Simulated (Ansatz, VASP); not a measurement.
**One calculation of AlN, two programs**

The input INCAR:

```
ALGO     = Normal         # electronic algorithm
EDIFF    = 1E-7           # SCF threshold, eV
ENCUT    = 520            # plane-wave cutoff, eV
GGA      = PE             # functional
ISIF     = 2              # what is computed and relaxed
ISMEAR   = 0              # smearing method
LASPH    = T              # aspherical terms in the spheres
LCHARG   = F              # write CHGCAR
LREAL    = F              # projectors in reciprocal space
LWAVE    = F              # write WAVECAR
NBANDS   = 16             # bands
NELM     = 100            # most SCF steps
PREC     = Accurate       # precision mode
SIGMA    = 0.05           # smearing width, eV
```

The input KPOINTS:

```
k-points
0
Gamma
  9 9 6
```

POSCAR

```
AlN
1.0
    3.2306423571      0.0000000000      0.0000000000
   -1.6153211785      2.7978183518      0.0000000000
    0.0000000000      0.0000000000      4.0829004857
Al N
2 2
Direct
    0.3333333333      0.6666666667      0.7881825525
    0.6666666667      0.3333333333      0.2881825525
    0.3333333333      0.6666666667      0.1764493462
    0.6666666667      0.3333333333      0.6764493462
```

Input for Ansatz:

```yaml
crystal:
  lattice:
    - [3.2306423571, 0.0, 0.0]
    - [-1.6153211785, 2.7978183518, 0.0]
    - [0.0, 0.0, 4.0829004857]
  atoms:
    - { symbol: Al, position: [0.3333333333, 0.6666666667, 0.7881825525] }
    - { symbol: Al, position: [0.6666666667, 0.3333333333, 0.2881825525] }
    - { symbol: "N", position: [0.3333333333, 0.6666666667, 0.1764493462] }
    - { symbol: "N", position: [0.6666666667, 0.3333333333, 0.6764493462] }
basis:
  ecutwfc: 520.0
kpoints:
  mp_grid: { grid: [9, 9, 6] }
hamiltonian:
  xc: pbe
  pseudopotentials: { kind: paw, azcp: { folder: soft_1 } }
scf:
  occupations: { method: gaussian, width: 0.05 }
output:
  forces: true
  stress: true
  eigenvalues: true
  write_density: true
  write_potential: true
  elf: true
  volumetric_format: npy
```

Change from the starting cell: mode 4 frozen in at -0.308 Å, equal normal strain along x, y and z -0.0250.

Alike in both runs: task single point; functional PBE; k mesh 9 × 9 × 6; occupations gaussian, width 0.05 eV; no spin polarisation.

|  | VASP | Ansatz |
| --- | --- | --- |
| version | VASP 6.6.1 | Ansatz 0.2.0 |
| potentials or method | VASP PAW PBE potentials, release 64 (Al, N) | scalar-relativistic, plane waves, PAW |
| plane-wave cutoff (eV) | 520 | 520 |
| valence electrons in the cell | 16 | 16 |

|  | VASP | Ansatz | Ansatz less VASP |
| --- | --- | --- | --- |
| gap on the k mesh at the Fermi level (eV) | 4.55 | 4.55 | -0.003 |
| least direct gap on the mesh (eV) | 4.55 | 4.55 | -0.003 |
| pressure (GPa) | 49.6 | 49.4 | -0.12 |
| largest component of the traceless stress (GPa) | 90.78 | 90.21 | -0.571 |
| rms of the force components (eV/Å) | 4.738 | 4.712 | -0.0257 |

Atom by atom the forces differ by 0.026 eV/Å (rms over components).

Caveats: so large a pressure means that the cell lies far from this level's equilibrium, or that cutoff or potentials fall short (VASP); an odd mesh through Γ misses points on the zone boundary, where band edges often lie; forces of over 1 eV/Å show positions far from the minimum, so gaps and moduli don't describe the material at rest.
